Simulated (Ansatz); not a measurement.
The system is Sb.

```xyz
1
Lattice="0.0000 2.3712 2.3712 2.3712 0.0000 2.3712 2.3712 2.3712 0.0000" Properties=species:S:1:pos:R:3 pbc="T T T"
Sb    0.0000    0.0000    0.0000
```

This isn't the form of Sb at room conditions, which is rhombohedral.

```yaml
Program: Ansatz 0.2.0
Task: relaxation of cell and atoms
Functional: BLYP
Dispersion: D4
Potentials_or_basis: Ansatz PAW
Cutoff: "420 eV (not typed: the program's choice for these potentials)"
k_mesh: 10 × 10 × 10
Occupations: fermi-dirac, width 0.05 eV
Spin: no spin polarisation
```

At the start: volume 26.67 Å³/atom.

**Question.** How do energy, volume and symmetry change on relaxing?

**Answer.** It ends after 4 steps and the volume is 27.41 Å³/atom (+2.8 %); space group Fm-3m (No. 225, to 0.05 Å).

The path:
```csv
step,energy change (eV),largest force (eV/Å),volume (Å³)
1,0.0000,0.0000,26.67
2,-0.0031,0.0000,27.64
3,-0.0035,0.0000,27.41
4,-0.0037,0.0000,27.41
```

Final structure:
```
CELL_PARAMETERS angstrom
0.00000 2.39303 2.39303
2.39303 0.00000 2.39303
2.39303 2.39303 0.00000
ATOMIC_POSITIONS crystal
Sb 0.00000 0.00000 0.00000
```

Caveat: the plane-wave basis is chosen anew once the cell has moved, so the energies of steps on either side of that aren't comparable; pairwise dispersion overbinds metals, which lowers pressure and volume; the PAW data sets come from PBE, with cores solved anew for the run's functional, which leaves a small shift of forces and pressure.
